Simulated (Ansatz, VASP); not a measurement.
This is a calculation of SnO2 (Cassiterite) for VASP 6.6.1.

The input INCAR:

```
SYSTEM = SnO2
PREC     = Accurate       ! precision mode
ENCUT    = 600            ! plane-wave cutoff, eV
EDIFF    = 1E-7           ! SCF threshold, eV
ISMEAR   = -1             ! smearing method
SIGMA    = 0.05           ! smearing width, eV
LREAL    = .FALSE.        ! projectors in reciprocal space
LASPH    = .TRUE.         ! aspherical terms in the spheres
NELM     = 80             ! most SCF steps
ALGO     = Fast           ! electronic algorithm
ISIF     = 3              ! what is computed and relaxed
LWAVE    = .FALSE.        ! write WAVECAR
LCHARG   = .FALSE.        ! write CHGCAR
GGA      = RP             ! functional
IVDW     = 13             ! dispersion correction
IBRION   = 2              ! ionic algorithm
NSW      = 40             ! ionic steps
EDIFFG   = -0.02          ! ionic threshold
```

The input KPOINTS:

```
Automatic mesh
0
G
  6 6 8
  0 0 0
```

File POSCAR:

```
SnO2
1.0
    4.7380000000      0.0000000000      0.0000000000
    0.0000000000      4.7380000000      0.0000000000
    0.0000000000      0.0000000000      3.1865000000
Sn O
2 4
Direct
    0.5000000000      0.5000000000      0.5000000000
    0.0000000000      0.0000000000      0.0000000000
    0.8071000000      0.1929000000      0.5000000000
    0.6929000000      0.6929000000      0.0000000000
    0.1929000000      0.8071000000      0.5000000000
    0.3071000000      0.3071000000      0.0000000000
```

Potentials or basis: VASP PAW PBE potentials, release 64 (Sn_d, O).

Run with:

```sh
$ cat potpaw_PBE.64/Sn_d/POTCAR potpaw_PBE.64/O/POTCAR > POTCAR
$ mpirun -np 1 vasp_std > vasp.out
```

Translate it to Ansatz 0.2.0. Potentials there: Ansatz PAW.

As run (the cutoff follows the program's own potentials):

The input input.yaml:

```yaml
crystal:
  lattice:
    - [4.738, 0.0, 0.0]
    - [0.0, 4.738, 0.0]
    - [0.0, 0.0, 3.1865]
  atoms:
    - { symbol: Sn, position: [0.5, 0.5, 0.5] }
    - { symbol: Sn, position: [0.0, 0.0, 0.0] }
    - { symbol: O, position: [0.8071, 0.1929, 0.5] }
    - { symbol: O, position: [0.6929, 0.6929, 0.0] }
    - { symbol: O, position: [0.1929, 0.8071, 0.5] }
    - { symbol: O, position: [0.3071, 0.3071, 0.0] }
hamiltonian:
  xc: rpbe
  pseudopotentials: { kind: paw }
  dispersion: d4
kpoints:
  mp_grid: { grid: [6, 6, 8] }
scf:
  occupations: { method: fermi_dirac, width: 0.05 }
output:
  forces: true
  stress: true
relax:
  f_tol: 0.01
  max_steps: 40
  cell: { stress_tol: 0.05 }
```

Potentials or basis: Ansatz PAW.

Run with:

```bash
$ ansatz run input.yaml --threads 2 --pin off --max-ram 5632MiB --backend cpu --events-out ev --progress --plain --runs-dir out
```

Both were run:

|  | VASP | Ansatz | Ansatz less VASP |
| --- | --- | --- | --- |
| relaxed volume (Å³/atom) | 12.36 | 12.32 | -0.038 |
| relaxed cell length with the largest relative difference (Å) | 4.785 | 4.779 | -0.0053 |
| energy change over the relaxation (meV/atom) | -11 | -10 | +1.3 |

Caveats: the PAW data sets were made with another functional, which shifts forces and pressure a little (VASP); the plane-wave basis is chosen anew once the cell has moved, so the energies of steps on either side of that aren't comparable (Ansatz); the pressure holds a Pulay correction of +0.7 GPa for the finite cutoff (Ansatz); the PAW data sets come from PBE, with cores solved anew for the run's functional, which leaves a small shift of forces and pressure (Ansatz). Zero-point motion and thermal expansion aren't in these numbers.
